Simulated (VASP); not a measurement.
Output of a VASP run:

### OSZICAR
```
       N       E                     dE             d eps       ncg     rms          rms(c)
DAV:   1     0.220821257162E+03    0.22082E+03   -0.21133E+04  1272   0.178E+03
DAV:   2    -0.232290515797E+02   -0.24405E+03   -0.23809E+03  1552   0.380E+02
DAV:   3    -0.324428486144E+02   -0.92138E+01   -0.91913E+01  1420   0.732E+01
DAV:   4    -0.324992207040E+02   -0.56372E-01   -0.56364E-01  1376   0.645E+00
DAV:   5    -0.324995009490E+02   -0.28024E-03   -0.28023E-03  1400   0.465E-01    0.106E+01
DAV:   6    -0.297073665557E+02    0.27921E+01   -0.10414E+01  1352   0.264E+01    0.289E+00
DAV:   7    -0.297174709788E+02   -0.10104E-01   -0.20608E-01  1320   0.341E+00    0.188E+00
DAV:   8    -0.297463045718E+02   -0.28834E-01   -0.40271E-02  1280   0.252E+00    0.198E-01
DAV:   9    -0.297464002775E+02   -0.95706E-04   -0.35514E-03  1412   0.488E-01    0.664E-02
DAV:  10    -0.297466628253E+02   -0.26255E-03   -0.23507E-04  1308   0.144E-01    0.208E-02
DAV:  11    -0.297466590566E+02    0.37687E-05   -0.33658E-05  1412   0.495E-02    0.293E-03
DAV:  12    -0.297466593366E+02   -0.27995E-06   -0.19082E-06   928   0.130E-02
   1 F= -.15196107E+02 E0= -.15196107E+02  d E =-.151961E+02
```

### OUTCAR
```
------------------------ aborting loop because EDIFF is reached ----------------------------------------
  FORCE on cell =-STRESS in cart. coord.  units (eV):
  Direction    XX          YY          ZZ          XY          YZ          ZX
  --------------------------------------------------------------------------------------
  Total       14.5683183     14.5683183     14.6465761      0.0000000      0.0000000      0.0000000
  in kB      450.5494366    450.5494366    452.9696909      0.0000000      0.0000000      0.0000000
  external PRESSURE =       1.3561880 kB  Pullay stress =     450.0000000 kB
  volume of cell :       51.81
      direct lattice vectors                 reciprocal lattice vectors
     4.263837209  0.000000000  0.000000000     0.234530530  0.000000000  0.000000000
     0.000000000  4.263837209  0.000000000     0.000000000  0.234530530  0.000000000
     0.000000000  0.000000000  2.849550262     0.000000000  0.000000000  0.350932571
 POSITION                                       TOTAL-FORCE (eV/Angst)
 -----------------------------------------------------------------------------------
      0.00000      0.00000      0.00000         0.000000      0.000000     -0.000000
      2.13192      2.13192      1.42478         0.000000      0.000000     -0.000000
      1.28199      1.28199      0.00000         0.007289      0.007289      0.000000
      3.41391      0.84993      1.42478         0.007289     -0.007289     -0.000000
      0.84993      3.41391      1.42478        -0.007289      0.007289      0.000000
      2.98185      2.98185      0.00000        -0.007289     -0.007289     -0.000000
 -----------------------------------------------------------------------------------
    total drift:                                0.000000      0.000000     -0.000000
  FREE ENERGIE OF THE ION-ELECTRON SYSTEM (eV)
  ---------------------------------------------------
  free  energy   TOTEN  =       -29.7466593366 eV

  energy  without entropy=      -29.7466593366  energy(sigma->0) =      -29.74665934
  enthalpy is  TOTEN    =       -15.1961068672 eV   P V=       14.5505524694

 reached required accuracy - stopping structural energy minimisation
```
(Selected blocks of OUTCAR.)

File POSCAR:
```
MgF2
1
    4.2638372086    -0.0000000000     0.0000000000
    0.0000000000     4.2638372086     0.0000000000
    0.0000000000     0.0000000000     2.8495502615
Mg F
2 4
Direct
  0.0000000000   1.0000000000   1.0000000000
  0.5000000000   0.5000000000   0.5000000000
  0.3006649661   0.3006649661   0.0000000000
  0.8006649661   0.1993350339   0.5000000000
  0.1993350339   0.8006649661   0.5000000000
  0.6993350339   0.6993350339   1.0000000000
```

**Question.** Reconstruct the remaining input files.

**Answer.** One answer among several that fit: the input of the run itself, PBE GGA, plane waves, VASP's PBE PAW potentials (set 64).

### KPOINTS
```
kpoints
0
G
 5 5 8
```

### INCAR
```
SYSTEM = MgF2
PREC = Accurate; ENCUT = 620; LREAL = .FALSE.
LASPH = .TRUE.
EDIFF = 1E-6; NELM = 100; ALGO = Normal
ISMEAR = 0; SIGMA = 0.05
GGA = PE
IBRION = 2; NSW = 40; ISIF = 3
EDIFFG = -0.02; PSTRESS = 450
LWAVE = .FALSE.; LCHARG = .FALSE.
```

POTCAR, in this order: Mg F (PBE.64 set). Program: vasp_std.

The compound is MgF2 in the rutile structure. It was relaxed first under an external pressure of 45 GPa.
